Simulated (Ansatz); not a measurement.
System: wurtzite BeO. Method: Hartree–Fock in Ansatz (PAW).

Numerical settings: plane-wave cutoff 460 eV, 12×12×6 k mesh (along the axes of the cell as run), Fermi–Dirac smearing 0.01 eV, scalar-relativistic PAW data made under PBE.

Cell (measured lattice):

```
CELL_PARAMETERS angstrom
     -1.34900    -2.33654     0.00000
     -1.34900     2.33654     0.00000
      0.00000     0.00000     4.38000
ATOMIC_POSITIONS crystal
  Be 0.66667 0.33333 0.50000
  Be 0.33333 0.66667 0.00000
  O  0.66667 0.33333 0.87800
  O  0.33333 0.66667 0.37800
```

**Question.** Predict the band gap and width of the whole s-p valence band.

**Answer.** 
- band gap = 18.95 eV (on the SCF k mesh) (direct)
- width of the whole s-p valence band = 25.03 eV

Measured, for comparison: band gap 11.29 eV (zero-point renormalisation of 699 meV (computed, non-adiabatic AHC, without the lattice-expansion part) added back here; inputs from Miglio et al. (2020), arXiv:2011.12765). Computed (rounded) less measured: band gap +7.66 eV.

Note: cell and atoms aren't relaxed at this level (pressure -4.3 GPa).

Computed values are for the static lattice.

The result took about 4 core-minutes (a rough figure).

Ansatz is a quantum-chemistry and plane-wave program.
